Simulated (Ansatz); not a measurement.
Al₃Ni₂: strain energy, fitted

Al₃Ni₂, P-3m1, a = 4.003 Å, c = 4.859 Å. Ansatz: PBEsol, PAW, 420 eV, Γ-centred 12×12×8 mesh on 5 atoms, Gaussian smearing 0.10 eV; no spin polarisation. Series: shear of c along a, cell held, atoms relaxed; x is the strain in per cent (engineering shear). y is the free energy over the unstrained cell, V0 = 13.488 Å³/atom. Symmetry makes y even in x.

| x (%) | y (meV/atom) |
| --- | --- |
| 0.0 | 0.00 |
| 1.0 | 0.41 |
| 2.0 | 1.65 |
| 3.0 | ? |
| 4.0 | 6.55 |
| 6.0 | 14.63 |

Q: Fit y = c2 x² + c4 x⁴ to the other rows, turn c2 into a modulus, and predict the missing energy.

A: Least squares on the rows shown. y = 0.4120 x² − 0.0001549 x⁴. In eV per unit strain² c2 is 4.120; this is the shear stiffness (E = ½ C V0 γ²): 2 × 4.120 × 160.2 / (13.488) = 98 GPa. At x = 3.0 the fit asked for gives 3.70 meV/atom. The run gave 3.70 meV/atom, the same to the digits shown.